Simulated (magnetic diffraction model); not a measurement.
# Solving a magnetic structure from powder neutron data: NiTeH₁₂O₉

Space group R3 (no. 146), a = 8.7020 Å, c = 9.3140 Å.

```csv
site,atom,x,y,z
3a,Te,0,0,0.4991
3a,Ni,0,0,0.0045
9b,O,0.0508,0.8727,0.4303
9b,O,0.6684,0.1433,0.4718
9b,O,0.1400,0.4705,0.5486
9b,H,0.3578,0.1789,0.2106
9b,H,0.1247,0.3557,0.4958
9b,H,0.0221,0.8333,0.2486
9b,H,0.7294,0.0788,0.4608
```

This is a made-up structure (elements placed in a structure type, unrelaxed), so the numbers test the method and describe no known phase.

Only Ni is taken to order (form factors of Ni2+); orders and moment sizes are assumed, and not adapted to the symmetry. Radiation: neutrons of λ = 1.909 Å, 3° to 40°; isotropic B of 0.39 Å² (Te), 0.4 Å² (Ni), 0.45 Å² (O) and 0.68 Å² (H). Simulated constant-wavelength pattern: nuclear and magnetic terms add, the magnetic one as |2.695 fm × Σ f S⊥ exp(2πi Q·r) exp(−B s²)|², summed over all Q at one angle with the factor 1/(sin²θ cos θ). For collinear order S is the moment m, which repeats by lattice and centring translations R with the sign exp(−2πi k·R). Free-ion form factors, Sears's scattering lengths of 1992, no absorption; a label names one of the reflections at its angle. The strongest nuclear line in the range is 100, and lines under 0.2 are left out.

Above the ordering temperature:

```tsv
2θ (°)	index	I
18.75	(1 0 1)	3.0
25.34	(1 1 0)	100.0
27.88	(0 1 2)	78.5
31.72	(0 2 1)	5.0
35.81	(0 0 3)	10.2
38.03	(2 0 2)	18.5
```

Below it (cell unchanged):

```csv
2θ (°),I
12.60,2.3
13.84,0.3
18.75,3.0
21.90,0.5
22.65,1.4
24.77,0.4
25.34,100.0
27.88,78.5
28.99,0.6
31.72,5.0
33.74,0.4
34.25,0.2
35.74,0.4
35.81,10.2
38.03,18.5
38.10,0.2
```

**Question.** Check that the new lines index with k = (1/2 1/2 0), then choose among these models:
A. collinear moments along [100], 1.65 μB on Ni
B. collinear moments along [001], 1.65 μB on Ni
C. collinear moments along [101], 1.65 μB on Ni

The new lines index as (1/2 1/2 0) at 12.60°, (3/2 -3/2 0) at 21.90°, (-1/2 3/2 1) at 22.65° and (-1/2 1/2 2) at 24.77°, that is as H ± k with k = (1/2 1/2 0), one of 3 inequivalent arms of its star (k and −k counted as one), which a powder can't tell apart. Half indices mean that the moments reverse under translations with k·R a half-integer, and the magnetic cell has twice the primitive volume.

Magnetic intensity, observed (below minus above) and for each model:

| 2θ (°) | index | observed | A | B | C |
| --- | --- | --- | --- | --- | --- |
| 12.60 | (1/2 1/2 0) | 2.3 | 1.9 | 2.6 | 2.3 |
| 13.84 | (1/2 -1/2 1) | 0.3 | 1.7 | 0.6 | 0.3 |
| 21.90 | (3/2 -3/2 0) | 0.5 | <0.2 | 0.8 | 0.5 |
| 22.65 | (-1/2 3/2 1) | 1.4 | 0.9 | 1.0 | 1.4 |
| 24.77 | (-1/2 1/2 2) | 0.4 | 0.5 | <0.2 | 0.4 |
| 28.99 | (3/2 1/2 1) | 0.6 | 0.6 | 0.7 | 0.6 |
| 30.70 | (3/2 -1/2 2) | <0.2 | 0.5 | 0.3 | <0.2 |
| 33.74 | (5/2 -1/2 0) | 0.4 | 0.3 | 0.6 | 0.4 |

Model C matches.

The structure used: k = (1/2 1/2 0), collinear moments along [101], 1.65 μB on Ni.

[Logs are printed without paths, hosts, clocks, repeated set-up lines and the standing remarks that a program may print on its own settings, such as how far it seeks lower states.]
